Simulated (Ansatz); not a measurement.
Consider the following.

SrF2 (fluorite, Fm-3m), a = 5.790 Å, b = 5.790 Å, c = 5.790 Å, α = 90.00°, β = 90.00°, γ = 90.00°; the cell used has 3 atoms.

This is the r²SCAN-relaxed structure.

Task: All from r²SCAN (plane waves, PAW; program Ansatz), unless another level is named. Estimate the hole effective mass with spin–orbit coupling.

Result: 0.91, 8.4, 8.4 mₑ (principal values).

Task: Predict the gap with spin–orbit coupling.

Result: 7.60 eV.

Task: Give the conduction-band minimum.

Result: at Γ.

The r²SCAN relaxation kept the symmetry of its start; phonons on a q-mesh show no instability. Scalar-relativistic: spin–orbit coupling is off unless named, which matters more the heavier the elements.

Potentials: the later of the program's two PAW sets.
